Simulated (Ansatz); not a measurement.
Input:

CsI:
```
CELL_PARAMETERS angstrom
      4.50705     0.00000     0.00000
      0.00000     4.50705     0.00000
      0.00000     0.00000     4.50705
ATOMIC_POSITIONS crystal
  Cs 0.00000 0.00000 0.00000
  I  0.50000 0.50000 0.50000
```

This is the PBEsol-relaxed structure.

Question: All from plane-wave PAW PBEsol (Ansatz code), unless another level is named. Give the electron effective mass.

Answer: 0.27 mₑ (isotropic).

Question: Predict the band gap.

Answer: 3.85 eV (indirect).

Question: Give the gap with spin–orbit coupling.

Answer: 3.59 eV.

Question: And the hole effective mass with spin–orbit coupling, band 2 of 2 at the edge?

Answer: 0.39 along [100], 0.45 along [110], 0.48 along [111] (mₑ).

Question: What about the HSE06 gap on the PBEsol cell?

Answer: 5.04 eV.

Space group Pm-3m (CsCl type). The PBEsol relaxation kept the symmetry of its start. Scalar-relativistic: spin–orbit coupling is off unless named, which matters more the heavier the elements.

Potentials: the later of the program's two PAW sets.
